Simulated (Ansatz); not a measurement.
# MnS under changes of volume

One of the cells (17.233 Å³/atom); the others are scaled copies at fixed shape and fractional positions:

```
Mn S
1.0
     1.83000    1.05655    2.97092
    -1.83000    1.05655    2.97092
     0.00000   -2.11310    2.97092
Mn S
1 1
Direct
  0.00000 0.00000 0.00000
  0.50000 0.50000 0.50000
```

The cell is a database's computed one.

* Program: Ansatz 0.2.0
* Functional: PBE
* Potentials or basis: Ansatz PAW
* Cutoff: 420 eV (not typed: the program's choice for these potentials)
* k mesh: 9 × 9 × 9
* Occupations: fermi-dirac, width 0.05 eV
* Spin: collinear spin, ferromagnetic start
* Starting moments: [4.0, 0.0] μB

| volume (Å³/atom) | energy over the lowest point (meV/atom) | pressure (GPa) | moment (μB per cell) |
| --- | --- | --- | --- |
| 16.199 | ? | ? | ? |
| 16.543 | 0.25 | 0.5 | 4.53 |
| 16.888 | 0.00 | -0.5 | 4.60 |
| 17.233 | 1.97 | -1.6 | 4.66 |
| 17.577 | 6.35 | -2.6 | 4.70 |
| 17.922 | 12.98 | -3.6 | 4.74 |
| 18.267 | 21.58 | -4.5 | 4.78 |

Problem. What does the run at 16.199 Å³/atom give?

Solution. Energy over the lowest point 2.45 meV/atom; pressure 1.5 GPa; moment 4.44 μB per cell.

Worked out: A Birch-Murnaghan fit of order 3 (a polynomial in V^(-2/3)) to the other rows has its minimum at 16.76 Å³/atom with B0 = V·E''(V) = 55 GPa (rough, since the energies scatter) at fixed shape and positions, which overstates the stiffness. It gives 3.05 meV/atom at 16.199 Å³/atom, against the run's 2.45, and -dE/dV = 1.9 GPa, against 1.5. A parabola through the other rows of the moment, of slope 0.225 μB per Å³/atom there, extrapolates to 4.46 μB, against the run's 4.44.

Energies are extrapolated to zero smearing.

Caveats: a cell with one magnetic atom can't hold antiferromagnetic order, which such compounds often take.
